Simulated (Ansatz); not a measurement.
Clusters are cut from relaxed bulk AlP (F-43m, 20.87 Å³/atom, gap on the mesh 1.63 eV) and relaxed in a periodic box with vacuum; the excess energy counts from that bulk.

Level of theory: DFT PBE, scalar-relativistic, plane waves, PAW (Ansatz).

Settings: cutoff 420 eV, Γ-centred mesh 1×1×1 on the computed 12-atom cell, Gaussian smearing of 0.05 eV; collinear spin from starting moments 0.4 0.4 0.4 0.4 0.4 0.4 0.4 0.4 0.4 0.4 0.4 0.4 μB.

Start (Al6P6, cube cut, shaken):

```xyz
12
Lattice="15.4000 0.0000 0.0000 0.0000 14.3000 0.0000 0.0000 0.0000 14.6000" Properties=species:S:1:pos:R:3 pbc="T T T"
Al    7.1047    7.1008    5.9437
P     8.4050    8.5029    4.5574
P     8.3447    8.4482   10.0511
Al    7.0101    4.3345    8.6703
Al    7.1192    9.9785    8.7129
P     8.3648    5.8970    7.3074
Al    4.3755    7.1509    8.7449
Al    9.7864    7.1825    8.7182
P     5.7043    8.5435    7.2725
P    11.1524    8.6261    7.2380
Al    9.7369    9.8720    5.9099
P     5.7657    5.7290    9.9981
```

Relax it.

The free energy falls by 645 meV/atom. It ends far from its start (an atom moved by over half a bond, or the period changed much).

* excess energy (eV per host atom): 0.945
* gap on the mesh (eV): 0.71
* highest filled level or Fermi level under vacuum (eV): 5.08
* size of the moment (μB per cell): 0.00

Relaxed structure:
```
CELL_PARAMETERS angstrom
15.40000 0.00000 0.00000
0.00000 14.30000 0.00000
0.00000 0.00000 14.60000
ATOMIC_POSITIONS crystal
Al 0.45829 0.50641 0.42360
P 0.52067 0.64960 0.36878
P 0.50346 0.63023 0.66200
Al 0.45244 0.35081 0.57846
Al 0.45363 0.66624 0.51544
P 0.55584 0.39323 0.47505
Al 0.39098 0.52193 0.63018
Al 0.59570 0.53127 0.57498
P 0.33198 0.57006 0.48722
P 0.73677 0.57434 0.53882
Al 0.65579 0.61723 0.42360
P 0.37495 0.37788 0.70023
```

Each run keeps its start's symmetry and one magnetic start, so lower states can exist.

The run took 3.1 min on 4 threads of AMD EPYC 9R45 96-Core Processor (Zen 5) (shared host), peak memory 2.2 GiB.